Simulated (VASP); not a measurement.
# Hf (Im-3m) in VASP: further runs, part 3 of 8

VASP 6.6.1. Earlier steps stand in the parts before.

## Step 30: Equation of state, r2SCAN, 22.82 Å³/atom

INCAR

```
PREC     = Accurate       # precision mode
ENCUT    = 500            # plane-wave cutoff, eV
EDIFF    = 1E-7           # SCF threshold, eV
ISMEAR   = 1              # smearing method
SIGMA    = 0.15           # smearing width, eV
LREAL    = False          # projectors in reciprocal space
LASPH    = True           # aspherical terms in the spheres
NELM     = 100            # most SCF steps
ALGO     = Normal         # electronic algorithm
ISIF     = 2              # what is computed and relaxed
LWAVE    = False          # write WAVECAR
LCHARG   = False          # write CHGCAR
METAGGA  = R2SCAN         # meta-GGA
LMIXTAU  = True         
ADDGRID  = False
```

KPOINTS

```
regular mesh
0
Gamma
  9 9 9
```

POSCAR

```
Hf
1.0
   -1.7867664301      1.7867664301      1.7867664301
    1.7867664301     -1.7867664301      1.7867664301
    1.7867664301      1.7867664301     -1.7867664301
Hf
1
Direct
    0.0000000000      0.0000000000      0.0000000000
```

Potentials or basis: VASP PAW PBE potentials, release 64 (Hf).

The run is started by

```console
cat potpaw_PBE.64/Hf/POTCAR > POTCAR
mpirun -np 1 vasp_std > vasp.out
```

It took 29 s on 1 thread of Intel Xeon Platinum 8488C (Sapphire Rapids), shared host; peak memory 0.14 GiB.

These settings aren't checked as converged: the numbers below hold their error.

Results:

- Free energy: -44.8873 eV
- Pressure: -4.7 GPa
- Band gap on the k mesh: none (metal or under the smearing width)

Caveat: the PAW data sets were made with another functional, which shifts forces and pressure a little.

## Step 31: Equation of state, r2SCAN, 24.23 Å³/atom

INCAR is that of step 30.

KPOINTS is that of step 30.

POSCAR

```
Hf
1.0
   -1.8228724495      1.8228724495      1.8228724495
    1.8228724495     -1.8228724495      1.8228724495
    1.8228724495      1.8228724495     -1.8228724495
Hf
1
Direct
    0.0000000000      0.0000000000      0.0000000000
```

The run is started by

```console
cat potpaw_PBE.64/Hf/POTCAR > POTCAR
mpirun -np 1 vasp_std > vasp.out
```

Wall time 32 s (1 thread of Intel Xeon Platinum 8488C (Sapphire Rapids), shared host); peak memory 0.14 GiB.

These settings aren't checked as converged: the numbers below hold their error.

Results:

```yaml
Free_energy: -44.8239 eV
Pressure: -9.5 GPa
Band_gap_on_the_k_mesh: none (metal or under the smearing width)
```

Caveat: the PAW data sets were made with another functional, which shifts forces and pressure a little.

## Step 32: Equation of state, r2SCAN, 22.82 Å³/atom

Changes to INCAR since step 31:

```diff
@@ -1,3 +1,3 @@
 PREC     = Accurate       # precision mode
-ENCUT    = 500            # plane-wave cutoff, eV
+ENCUT    = 350            # plane-wave cutoff, eV
 EDIFF    = 1E-7           # SCF threshold, eV
```

KPOINTS

```
regular mesh
0
Gamma
  11 11 11
```

POSCAR

```
Hf
1.0
   -1.7867664301      1.7867664301      1.7867664301
    1.7867664301     -1.7867664301      1.7867664301
    1.7867664301      1.7867664301     -1.7867664301
Hf
1
Direct
    0.0000000000      0.0000000000      0.0000000000
```

The run is started by

```console
cat potpaw_PBE.64/Hf/POTCAR > POTCAR
mpirun -np 1 vasp_std > vasp.out
```

Wall time 35 s (1 thread of Intel Xeon Platinum 8488C (Sapphire Rapids), shared host); peak memory 0.12 GiB.

These settings aren't checked as converged: the numbers below hold their error.

What came out:

- Free energy: -44.8927 eV
- Pressure: -5.2 GPa
- Band gap on the k mesh: none (metal or under the smearing width)

Caveat: the PAW data sets were made with another functional, which shifts forces and pressure a little.

## Step 33: Equation of state, r2SCAN, 24.23 Å³/atom

INCAR is that of step 32.

KPOINTS is that of step 32.

POSCAR

```
Hf
1.0
   -1.8228724495      1.8228724495      1.8228724495
    1.8228724495     -1.8228724495      1.8228724495
    1.8228724495      1.8228724495     -1.8228724495
Hf
1
Direct
    0.0000000000      0.0000000000      0.0000000000
```

Potentials or basis: VASP PAW PBE potentials, release 64 (Hf).

The run is started by

```console
cat potpaw_PBE.64/Hf/POTCAR > POTCAR
mpirun -np 1 vasp_std > vasp.out
```

Run time: 29 s. Hardware: 1 thread of Intel Xeon Platinum 8488C (Sapphire Rapids), shared host; peak memory 0.12 GiB.

These settings aren't checked as converged: the numbers below hold their error.

Results:

| Item | Value |
| --- | --- |
| Free energy | -44.8248 eV |
| Pressure | -10.2 GPa |
| Band gap on the k mesh | none (metal or under the smearing width) |

Caveat: the PAW data sets were made with another functional, which shifts forces and pressure a little.

## Step 34: Equation of state, r2SCAN, 22.82 Å³/atom

Changes to INCAR since step 33:

```diff
@@ -1,3 +1,3 @@
 PREC     = Accurate       # precision mode
-ENCUT    = 350            # plane-wave cutoff, eV
+ENCUT    = 400            # plane-wave cutoff, eV
 EDIFF    = 1E-7           # SCF threshold, eV
```

KPOINTS is that of step 33.

POSCAR

```
Hf
1.0
   -1.7867664301      1.7867664301      1.7867664301
    1.7867664301     -1.7867664301      1.7867664301
    1.7867664301      1.7867664301     -1.7867664301
Hf
1
Direct
    0.0000000000      0.0000000000      0.0000000000
```

The run is started by

```console
cat potpaw_PBE.64/Hf/POTCAR > POTCAR
mpirun -np 1 vasp_std > vasp.out
```

It took 36 s on 1 thread of Intel Xeon Platinum 8488C (Sapphire Rapids), shared host; peak memory 0.12 GiB.

The run converged, but some of its settings lie outside the range that counts as converged, so its numbers aren't taken as properties of the crystal.

What came out:

| Quantity | Value |
| --- | --- |
| Free energy | -44.8924 eV |
| Pressure | -5.1 GPa |
| Band gap on the k mesh | none (metal or under the smearing width) |

Caveat: the PAW data sets were made with another functional, which shifts forces and pressure a little.

## Step 35: Equation of state, r2SCAN, 24.23 Å³/atom

INCAR is that of step 34.

KPOINTS is that of step 34.

POSCAR

```
Hf
1.0
   -1.8228724495      1.8228724495      1.8228724495
    1.8228724495     -1.8228724495      1.8228724495
    1.8228724495      1.8228724495     -1.8228724495
Hf
1
Direct
    0.0000000000      0.0000000000      0.0000000000
```

The run is started by

```console
cat potpaw_PBE.64/Hf/POTCAR > POTCAR
mpirun -np 1 vasp_std > vasp.out
```

Run time: 35 s. Hardware: 1 thread of Intel Xeon Platinum 8488C (Sapphire Rapids), shared host; peak memory 0.13 GiB.

The run converged, but some of its settings lie outside the range that counts as converged, so its numbers aren't taken as properties of the crystal.

Results:

| Item | Value |
| --- | --- |
| Free energy | -44.8245 eV |
| Pressure | -10.1 GPa |
| Band gap on the k mesh | none (metal or under the smearing width) |

Caveat: the PAW data sets were made with another functional, which shifts forces and pressure a little.

## Step 36: Equation of state, r2SCAN, 22.82 Å³/atom

Changes to INCAR since step 35:

```diff
@@ -1,3 +1,3 @@
 PREC     = Accurate       # precision mode
-ENCUT    = 400            # plane-wave cutoff, eV
+ENCUT    = 600            # plane-wave cutoff, eV
 EDIFF    = 1E-7           # SCF threshold, eV
```

KPOINTS

```
regular mesh
0
Gamma
  9 9 9
```

POSCAR

```
Hf
1.0
   -1.7867664301      1.7867664301      1.7867664301
    1.7867664301     -1.7867664301      1.7867664301
    1.7867664301      1.7867664301     -1.7867664301
Hf
1
Direct
    0.0000000000      0.0000000000      0.0000000000
```

Potentials or basis: VASP PAW PBE potentials, release 64 (Hf).

The run is started by

```console
cat potpaw_PBE.64/Hf/POTCAR > POTCAR
mpirun -np 1 vasp_std > vasp.out
```

It took 37 s on 1 thread of Intel Xeon Platinum 8488C (Sapphire Rapids), shared host; peak memory 0.17 GiB.

The run converged, but some of its settings lie outside the range that counts as converged, so its numbers aren't taken as properties of the crystal.

Results:

| Property | Result |
| --- | --- |
| Free energy | -44.8871 eV |
| Pressure | -4.7 GPa |
| Band gap on the k mesh | none (metal or under the smearing width) |

Caveat: the PAW data sets were made with another functional, which shifts forces and pressure a little.

## Step 37: Equation of state, r2SCAN, 24.23 Å³/atom

INCAR is that of step 36.

KPOINTS is that of step 36.

POSCAR

```
Hf
1.0
   -1.8228724495      1.8228724495      1.8228724495
    1.8228724495     -1.8228724495      1.8228724495
    1.8228724495      1.8228724495     -1.8228724495
Hf
1
Direct
    0.0000000000      0.0000000000      0.0000000000
```

The run is started by

```console
cat potpaw_PBE.64/Hf/POTCAR > POTCAR
mpirun -np 1 vasp_std > vasp.out
```

Wall time 40 s (1 thread of Intel Xeon Platinum 8488C (Sapphire Rapids), shared host); peak memory 0.16 GiB.

These settings aren't checked as converged: the numbers below hold their error.

What came out:

- Free energy: -44.8236 eV
- Pressure: -9.5 GPa
- Band gap on the k mesh: none (metal or under the smearing width)

Caveat: the PAW data sets were made with another functional, which shifts forces and pressure a little.

## Step 38: Equation of state, r2SCAN, 22.82 Å³/atom

Changes to INCAR since step 37:

```diff
@@ -1,3 +1,3 @@
 PREC     = Accurate       # precision mode
-ENCUT    = 600            # plane-wave cutoff, eV
+ENCUT    = 300            # plane-wave cutoff, eV
 EDIFF    = 1E-7           # SCF threshold, eV
```

KPOINTS

```
regular mesh
0
Gamma
  13 13 13
```

POSCAR

```
Hf
1.0
   -1.7867664301      1.7867664301      1.7867664301
    1.7867664301     -1.7867664301      1.7867664301
    1.7867664301      1.7867664301     -1.7867664301
Hf
1
Direct
    0.0000000000      0.0000000000      0.0000000000
```

The run is started by

```console
cat potpaw_PBE.64/Hf/POTCAR > POTCAR
mpirun -np 1 vasp_std > vasp.out
```

Wall time 36 s (1 thread of Intel Xeon Platinum 8488C (Sapphire Rapids), shared host); peak memory 0.12 GiB.

The run converged, but some of its settings lie outside the range that counts as converged, so its numbers aren't taken as properties of the crystal.

Results:

```yaml
Free_energy: -44.8966 eV
Pressure: -5.2 GPa
Band_gap_on_the_k_mesh: none (metal or under the smearing width)
```

Caveat: the PAW data sets were made with another functional, which shifts forces and pressure a little.

## Step 39: Equation of state, r2SCAN, 24.23 Å³/atom

INCAR is that of step 38.

KPOINTS is that of step 38.

POSCAR

```
Hf
1.0
   -1.8228724495      1.8228724495      1.8228724495
    1.8228724495     -1.8228724495      1.8228724495
    1.8228724495      1.8228724495     -1.8228724495
Hf
1
Direct
    0.0000000000      0.0000000000      0.0000000000
```

Potentials or basis: VASP PAW PBE potentials, release 64 (Hf).

The run is started by

```console
cat potpaw_PBE.64/Hf/POTCAR > POTCAR
mpirun -np 1 vasp_std > vasp.out
```

Run time: 31 s. Hardware: 1 thread of Intel Xeon Platinum 8488C (Sapphire Rapids), shared host; peak memory 0.12 GiB.

These settings aren't checked as converged: the numbers below hold their error.

What came out:

| Item | Value |
| --- | --- |
| Free energy | -44.8286 eV |
| Pressure | -10.2 GPa |
| Band gap on the k mesh | none (metal or under the smearing width) |

Caveat: the PAW data sets were made with another functional, which shifts forces and pressure a little.

## Step 40: Equation of state, r2SCAN, 22.82 Å³/atom

Changes to INCAR since step 39:

```diff
@@ -1,3 +1,3 @@
 PREC     = Accurate       # precision mode
-ENCUT    = 300            # plane-wave cutoff, eV
+ENCUT    = 200            # plane-wave cutoff, eV
 EDIFF    = 1E-7           # SCF threshold, eV
```

KPOINTS

```
regular mesh
0
Gamma
  16 16 16
```

POSCAR

```
Hf
1.0
   -1.7867664301      1.7867664301      1.7867664301
    1.7867664301     -1.7867664301      1.7867664301
    1.7867664301      1.7867664301     -1.7867664301
Hf
1
Direct
    0.0000000000      0.0000000000      0.0000000000
```

The run is started by

```console
cat potpaw_PBE.64/Hf/POTCAR > POTCAR
mpirun -np 1 vasp_std > vasp.out
```

Wall time 16 s (1 thread of Intel Xeon Platinum 8488C (Sapphire Rapids), shared host); peak memory 0.11 GiB.

The run converged, but a check on its numbers failed (symmetry, net force, bounds or a known fault of this set-up), so they aren't taken as properties of the crystal.

Caveat: the cutoff lies under the usual one of these potentials, so the numbers hold a large basis-set error; the PAW data sets were made with another functional, which shifts forces and pressure a little.

## Step 41: Equation of state, r2SCAN, 24.23 Å³/atom

INCAR is that of step 40.

KPOINTS is that of step 40.

POSCAR

```
Hf
1.0
   -1.8228724495      1.8228724495      1.8228724495
    1.8228724495     -1.8228724495      1.8228724495
    1.8228724495      1.8228724495     -1.8228724495
Hf
1
Direct
    0.0000000000      0.0000000000      0.0000000000
```

The run is started by

```console
cat potpaw_PBE.64/Hf/POTCAR > POTCAR
mpirun -np 1 vasp_std > vasp.out
```

It took 25 s on 1 thread of Intel Xeon Platinum 8488C (Sapphire Rapids), shared host; peak memory 0.12 GiB.

The run converged, but a check on its numbers failed (symmetry, net force, bounds or a known fault of this set-up), so they aren't taken as properties of the crystal.

Caveat: the cutoff lies under the usual one of these potentials, so the numbers hold a large basis-set error; the PAW data sets were made with another functional, which shifts forces and pressure a little.

## Step 42: Equation of state, r2SCAN, 22.82 Å³/atom

Changes to INCAR since step 41:

```diff
@@ -1,3 +1,3 @@
 PREC     = Accurate       # precision mode
-ENCUT    = 200            # plane-wave cutoff, eV
+ENCUT    = 350            # plane-wave cutoff, eV
 EDIFF    = 1E-7           # SCF threshold, eV
```

KPOINTS

```
regular mesh
0
Gamma
  13 13 13
```

POSCAR

```
Hf
1.0
   -1.7867664301      1.7867664301      1.7867664301
    1.7867664301     -1.7867664301      1.7867664301
    1.7867664301      1.7867664301     -1.7867664301
Hf
1
Direct
    0.0000000000      0.0000000000      0.0000000000
```

Potentials or basis: VASP PAW PBE potentials, release 64 (Hf).

The run is started by

```console
cat potpaw_PBE.64/Hf/POTCAR > POTCAR
mpirun -np 1 vasp_std > vasp.out
```

Run time: 43 s. Hardware: 1 thread of Intel Xeon Platinum 8488C (Sapphire Rapids), shared host; peak memory 0.12 GiB.

These settings aren't checked as converged: the numbers below hold their error.

What came out:

```yaml
Free_energy: -44.8958 eV
Pressure: -5.2 GPa
Band_gap_on_the_k_mesh: none (metal or under the smearing width)
```

Caveat: the PAW data sets were made with another functional, which shifts forces and pressure a little.

## Step 43: Equation of state, r2SCAN, 24.23 Å³/atom

INCAR is that of step 42.

KPOINTS is that of step 42.

POSCAR

```
Hf
1.0
   -1.8228724495      1.8228724495      1.8228724495
    1.8228724495     -1.8228724495      1.8228724495
    1.8228724495      1.8228724495     -1.8228724495
Hf
1
Direct
    0.0000000000      0.0000000000      0.0000000000
```

The run is started by

```console
cat potpaw_PBE.64/Hf/POTCAR > POTCAR
mpirun -np 1 vasp_std > vasp.out
```

Wall time 38 s (1 thread of Intel Xeon Platinum 8488C (Sapphire Rapids), shared host); peak memory 0.12 GiB.

The run converged, but some of its settings lie outside the range that counts as converged, so its numbers aren't taken as properties of the crystal.

What came out:

- Free energy: -44.8273 eV
- Pressure: -10.2 GPa
- Band gap on the k mesh: none (metal or under the smearing width)

Caveat: the PAW data sets were made with another functional, which shifts forces and pressure a little.

## Step 44: Equation of state, r2SCAN, 22.82 Å³/atom

Changes to INCAR since step 43:

```diff
@@ -1,3 +1,3 @@
 PREC     = Accurate       # precision mode
-ENCUT    = 350            # plane-wave cutoff, eV
+ENCUT    = 500            # plane-wave cutoff, eV
 EDIFF    = 1E-7           # SCF threshold, eV
```

KPOINTS

```
regular mesh
0
Gamma
  11 11 11
```

POSCAR

```
Hf
1.0
   -1.7867664301      1.7867664301      1.7867664301
    1.7867664301     -1.7867664301      1.7867664301
    1.7867664301      1.7867664301     -1.7867664301
Hf
1
Direct
    0.0000000000      0.0000000000      0.0000000000
```

The run is started by

```console
cat potpaw_PBE.64/Hf/POTCAR > POTCAR
mpirun -np 1 vasp_std > vasp.out
```

It took 32 s on 1 thread of Intel Xeon Platinum 8488C (Sapphire Rapids), shared host; peak memory 0.14 GiB.

These settings aren't checked as converged: the numbers below hold their error.

What came out:

```
Free energy            : -44.8923 eV
Pressure               : -5.1 GPa
Band gap on the k mesh : none (metal or under the smearing width)
```

Caveat: the PAW data sets were made with another functional, which shifts forces and pressure a little.

## Step 45: Equation of state, r2SCAN, 24.23 Å³/atom

INCAR is that of step 44.

KPOINTS is that of step 44.

POSCAR

```
Hf
1.0
   -1.8228724495      1.8228724495      1.8228724495
    1.8228724495     -1.8228724495      1.8228724495
    1.8228724495      1.8228724495     -1.8228724495
Hf
1
Direct
    0.0000000000      0.0000000000      0.0000000000
```

Potentials or basis: VASP PAW PBE potentials, release 64 (Hf).

The run is started by

```console
cat potpaw_PBE.64/Hf/POTCAR > POTCAR
mpirun -np 1 vasp_std > vasp.out
```

It took 36 s on 1 thread of Intel Xeon Platinum 8488C (Sapphire Rapids), shared host; peak memory 0.14 GiB.

These settings aren't checked as converged: the numbers below hold their error.

Results:

```yaml
Free_energy: -44.8244 eV
Pressure: -10.1 GPa
Band_gap_on_the_k_mesh: none (metal or under the smearing width)
```

Caveat: the PAW data sets were made with another functional, which shifts forces and pressure a little.

## Step 46: Equation of state, r2SCAN, 22.82 Å³/atom

Changes to INCAR since step 45:

```diff
@@ -1,3 +1,3 @@
 PREC     = Accurate       # precision mode
-ENCUT    = 500            # plane-wave cutoff, eV
+ENCUT    = 400            # plane-wave cutoff, eV
 EDIFF    = 1E-7           # SCF threshold, eV
```

KPOINTS

```
regular mesh
0
Gamma
  13 13 13
```

POSCAR

```
Hf
1.0
   -1.7867664301      1.7867664301      1.7867664301
    1.7867664301     -1.7867664301      1.7867664301
    1.7867664301      1.7867664301     -1.7867664301
Hf
1
Direct
    0.0000000000      0.0000000000      0.0000000000
```

The run is started by

```console
cat potpaw_PBE.64/Hf/POTCAR > POTCAR
mpirun -np 1 vasp_std > vasp.out
```

Wall time 33 s (1 thread of Intel Xeon Platinum 8488C (Sapphire Rapids), shared host); peak memory 0.13 GiB.

These settings aren't checked as converged: the numbers below hold their error.

Results:

```yaml
Free_energy: -44.8954 eV
Pressure: -5.1 GPa
Band_gap_on_the_k_mesh: none (metal or under the smearing width)
```

Caveat: the PAW data sets were made with another functional, which shifts forces and pressure a little.

## Step 47: Equation of state, r2SCAN, 24.23 Å³/atom

INCAR is that of step 46.

KPOINTS is that of step 46.

POSCAR

```
Hf
1.0
   -1.8228724495      1.8228724495      1.8228724495
    1.8228724495     -1.8228724495      1.8228724495
    1.8228724495      1.8228724495     -1.8228724495
Hf
1
Direct
    0.0000000000      0.0000000000      0.0000000000
```

The run is started by

```console
cat potpaw_PBE.64/Hf/POTCAR > POTCAR
mpirun -np 1 vasp_std > vasp.out
```

Run time: 30 s. Hardware: 1 thread of Intel Xeon Platinum 8488C (Sapphire Rapids), shared host; peak memory 0.15 GiB.

These settings aren't checked as converged: the numbers below hold their error.

What came out:

```
Free energy            : -44.8270 eV
Pressure               : -10.2 GPa
Band gap on the k mesh : none (metal or under the smearing width)
```

Caveat: the PAW data sets were made with another functional, which shifts forces and pressure a little.

## Step 48: Equation of state, r2SCAN, 22.82 Å³/atom

Changes to INCAR since step 47:

```diff
@@ -4,3 +4,3 @@
 ISMEAR   = 1              # smearing method
-SIGMA    = 0.15           # smearing width, eV
+SIGMA    = 0.4            # smearing width, eV
 LREAL    = False          # projectors in reciprocal space
```

KPOINTS is that of step 47.

POSCAR

```
Hf
1.0
   -1.7867664301      1.7867664301      1.7867664301
    1.7867664301     -1.7867664301      1.7867664301
    1.7867664301      1.7867664301     -1.7867664301
Hf
1
Direct
    0.0000000000      0.0000000000      0.0000000000
```

Potentials or basis: VASP PAW PBE potentials, release 64 (Hf).

The run is started by

```console
cat potpaw_PBE.64/Hf/POTCAR > POTCAR
mpirun -np 1 vasp_std > vasp.out
```

Wall time 31 s (1 thread of Intel Xeon Platinum 8488C (Sapphire Rapids), shared host); peak memory 0.12 GiB.

The run converged, but some of its settings lie outside the range that counts as converged, so its numbers aren't taken as properties of the crystal.

Results:

- Free energy: -44.8976 eV
- Pressure: -5.0 GPa
- Band gap on the k mesh: none (metal or under the smearing width)

Caveat: the PAW data sets were made with another functional, which shifts forces and pressure a little.

## Step 49: Equation of state, r2SCAN, 24.23 Å³/atom

INCAR is that of step 48.

KPOINTS is that of step 48.

POSCAR

```
Hf
1.0
   -1.8228724495      1.8228724495      1.8228724495
    1.8228724495     -1.8228724495      1.8228724495
    1.8228724495      1.8228724495     -1.8228724495
Hf
1
Direct
    0.0000000000      0.0000000000      0.0000000000
```

The run is started by

```console
cat potpaw_PBE.64/Hf/POTCAR > POTCAR
mpirun -np 1 vasp_std > vasp.out
```

Wall time 35 s (1 thread of Intel Xeon Platinum 8488C (Sapphire Rapids), shared host); peak memory 0.15 GiB.

These settings aren't checked as converged: the numbers below hold their error.

What came out:

* Free energy: -44.8306 eV
* Pressure: -10.0 GPa
* Band gap on the k mesh: none (metal or under the smearing width)

Caveat: the PAW data sets were made with another functional, which shifts forces and pressure a little.

(Continued in part 4 of 8.)
